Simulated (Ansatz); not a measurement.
Runs of Ansatz 0.2.0 on Zn. It takes space group Im-3m (No. 229, cubic). The conventional cell has a = 3.138 Å, b = 3.138 Å, c = 3.138 Å, α = 90.00°, β = 90.00°, γ = 90.00°. Zn (site symmetry m-3m) is surrounded by 8 Zn at 2.72 Å. This isn't the form of Zn at room conditions, which is hcp.

```tsv
task	level	spin	cell	k mesh	cutoff (eV)	smearing	points for each segment of the path	mesh quality	gap on the mesh (eV)	pressure (GPa)	relaxed volume (Å³/atom)
single point	r2SCANh	off	as given	6 × 6 × 6	500	fermi-dirac 0.05 eV	-	coarse	none	-	-
single point	PBEsol+D3(BJ)	off	as given	12 × 12 × 12	420	methfessel-paxton 0.2 eV	-	not flagged	none	-9.0	-
projected density of states	LDA	off	as given	7 × 7 × 7	420	fermi-dirac 0.05 eV	-	coarse	none	(b)	-
single point	PBEsol	non-collinear, ferromagnetic start	as given	12 × 12 × 12	420	cold 0.05 eV	-	not flagged	none	-5.1	-
single point	r2SCAN50	off	as given	6 × 6 × 6	500	fermi-dirac 0.05 eV	-	coarse	none	-	-
projected density of states	r2SCAN	off	as given	7 × 7 × 7	500	fermi-dirac 0.05 eV	-	coarse	none	-5.6	-
projected density of states	HSE06	off	as given	7 × 7 × 7	420	fermi-dirac 0.05 eV	-	coarse	none	-	-
projected density of states	PBE0	off	as given	7 × 7 × 7	420	fermi-dirac 0.05 eV	-	coarse	none	-	-
band structure	r2SCAN	off	as given	12 × 12 × 12	500	fermi-dirac 0.05 eV	14	not flagged	none	-5.1	-
relaxation of cell and atoms	PBE0	off	relaxed	6 × 6 × 6	420	fermi-dirac 0.05 eV	-	coarse	none	-	15.44
relaxation of cell and atoms	BLYP+D3(BJ)	off	relaxed	12 × 12 × 12	420	fermi-dirac 0.05 eV	-	not flagged	none	0.0	(a)
```

Alike in all rows: potentials or basis Ansatz PAW.

Problem. Fill in the values left out.

Solution. (a) 14.55; (b) -9.7.

Caveats: some runs use coarse meshes; the PAW data sets come from PBE, with cores solved anew for the run's functional, which leaves a small shift of forces and pressure; the density of states is complete only up to the lowest level of the last band computed (some runs); pairwise dispersion overbinds metals, which lowers pressure and volume (some runs); the plane-wave basis is chosen anew once the cell has moved, so the energies of steps on either side of that aren't comparable (some runs); the potentials were made for another functional, which shifts forces and pressure (some runs).

A k mesh can miss the band edges.

A gap of «none» marks a metal or a gap under the smearing width.

Not every run made on this cell is shown here.
